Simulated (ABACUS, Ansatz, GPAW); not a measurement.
InAs: equilibrium volume by level of theory

Symmetry: F-43m, No. 216, cubic system. The conventional cell has a = 6.036 Å, b = 6.036 Å, c = 6.036 Å, α = 90.00°, β = 90.00°, γ = 90.00°. Around In (site symmetry -43m) lie 4 As at 2.61 Å. As (site symmetry -43m) is surrounded by 4 In at 2.61 Å.

| rung | level | program and potentials | cutoff (eV) | k mesh | smearing | task | spin | core time | chip | equilibrium volume (Å³/atom) | notes |
| --- | --- | --- | --- | --- | --- | --- | --- | --- | --- | --- | --- |
| GGA | PBE | Ansatz, Ansatz PAW | 420 | 6 × 6 × 6 | fermi-dirac 0.05 | relaxation of cell and atoms | off | 8 s | Arm Neoverse V2 | 29.63 | 14 valence electrons an atom on average |
| GGA | PBEsol | Ansatz, Ansatz PAW | 420 | 8 × 8 × 8 | fermi-dirac 0.05 | equation of state | off | 13 s | Intel Xeon | 28.20 | potentials made for PBE, which Ansatz adapts in part |
| GGA | PBE | Ansatz, Ansatz PAW | 420 | 6 × 6 × 6 | fermi-dirac 0.05 | relaxation of cell and atoms | SOC, no magnetisation | 37 s | Arm Neoverse V2 | (a) | 14 valence electrons an atom on average |
| non-local van der Waals functional | C09-vdW | GPAW, GPAW PAW data sets (gpaw-data 1.2.1) | 600 | 6 × 6 × 6 | fermi-dirac 0.05 | equation of state | off | 38 s | Intel Xeon 6975P-C Granite Rapids | 28.52 | potentials made for PBE |
| GGA + dispersion | OLYP+D4 | GPAW, PAW data sets generated for this functional | 600 | 6 × 6 × 6 | fermi-dirac 0.05 | equation of state | off | 44 s | Intel Xeon Platinum 8488C Sapphire Rapids | 27.68 | - |
| LDA | LDA | GPAW, PAW data sets generated for this functional | 600 | 6 × 6 × 6 | fermi-dirac 0.05 | equation of state | off | 65 s | Arm Neoverse V1 | 27.30 | - |
| GGA | BLYP | ABACUS, PseudoDojo NC SR 0.5 PBE standard, plane waves | 1143 | 6 × 6 × 6 | fermi-dirac 0.05 | relaxation of cell and atoms | off | 67 s | Intel Xeon Platinum 8559C Emerald Rapids | 31.07 | potentials made for PBE; 14 valence electrons an atom on average; far from this level's other runs, cause not traced |
| GGA | PBEint | GPAW, PAW data sets generated for this functional | 600 | 6 × 6 × 6 | fermi-dirac 0.05 | equation of state | off | 74 s | Arm Neoverse V1 | 28.55 | - |
| GGA + dispersion | BLYP+D3(BJ) | Ansatz, all-electron LAPW, scalar-relativistic | - | 8 × 8 × 8 | fermi-dirac 0.05 | relaxation of cell and atoms | off | 74 s | Intel Xeon Skylake/Cascade Lake | (b) | - |
| GGA + dispersion | revPBE+D4 | Ansatz, all-electron LAPW, scalar-relativistic | - | 8 × 8 × 8 | fermi-dirac 0.05 | relaxation of cell and atoms | off | 80 s | Intel Xeon Skylake/Cascade Lake | 28.45 | - |
| GGA | PBEsol | ABACUS, SSSP 1.3 efficiency PBE, plane waves | 748 | 6 × 6 × 6 | fermi-dirac 0.05 | relaxation of cell and atoms | off | 3.2 min | Intel Xeon Platinum 8488C Sapphire Rapids | 28.36 | potentials made for PBE; 9 valence electrons an atom on average |
| hybrid | r2SCAN50 | Ansatz, Ansatz PAW | 500 | 4 × 4 × 4 | fermi-dirac 0.05 | equation of state | off | 3.9 min | Arm Neoverse V2 | 27.48 | coarse mesh; potentials made for PBE, which Ansatz adapts in part |
| GGA | PBEsol | ABACUS, PseudoDojo NC SR 0.4.1 PBEsol standard, plane waves | 1143 | 8 × 8 × 8 | fermi-dirac 0.05 | equation of state | off | 4.5 min | Intel Xeon 6975P-C Granite Rapids | (c) | - |

Times are single runs on shared hosts and different chips, so they are rough; meshes, cutoffs and the tasks' sizes weigh on the time. Smearing widths are in eV. For a metal such meshes aren't converged. Meshes differ between rows, which moves values too. Meshes are those of the run's cell of 2 atoms unless a note names another. Relaxations start from the cell shown or near it and stop with a little pressure left. Runs on faulty files, with rough fits or with known faults for this quantity aren't shown.

Q: Estimate the values left out from the other rows.

A: (a) 29.60 Å³/atom; (b) 28.67 Å³/atom; (c) 28.25 Å³/atom.
